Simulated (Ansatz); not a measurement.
ZnTe:
```
CELL_PARAMETERS angstrom
      0.00000     3.05676     3.05676
      3.05676     0.00000     3.05676
      3.05676     3.05676     0.00000
ATOMIC_POSITIONS crystal
  Te 0.75000 0.75000 0.75000
  Zn 0.00000 0.00000 0.00000
```

Cartesian axes are those of the cell as given.

Q: Give the proper piezoelectric stress tensor with relaxed ions from r²SCAN (plane waves, PAW; program Ansatz).

A: In C/m², rows x, y, z, Voigt columns; mesh uncertainty up to 0.00.
```
0.00  0.00  0.00  0.10  0.00  0.00
0.00  0.00  0.00  0.00  0.10  0.00
0.00  0.00  0.00  0.00  0.00  0.10
```

The elastic tensor of the same run (GPa):

```tsv
	1	2	3	4	5	6
1	71.7	38.9	38.9	0.0	0.0	0.0
2	38.9	71.7	38.9	0.0	0.0	0.0
3	38.9	38.9	71.7	0.0	0.0	0.0
4	0.0	0.0	0.0	33.7	0.0	0.0
5	0.0	0.0	0.0	0.0	33.7	0.0
6	0.0	0.0	0.0	0.0	0.0	33.7
```

Q: Convert to strain constants d = e·S.

A: In pC/N:
```
0.0  0.0  0.0  2.9  0.0  0.0
0.0  0.0  0.0  0.0  2.9  0.0
0.0  0.0  0.0  0.0  0.0  2.9
```

Space group F-43m (zinc blende). The cell was relaxed with r²SCAN under the symmetry of its start; of distortions, only those at the zone centre were tested. Scalar-relativistic: spin–orbit coupling is off unless named, which matters more the heavier the elements.

Potentials: the later of the program's two PAW sets.
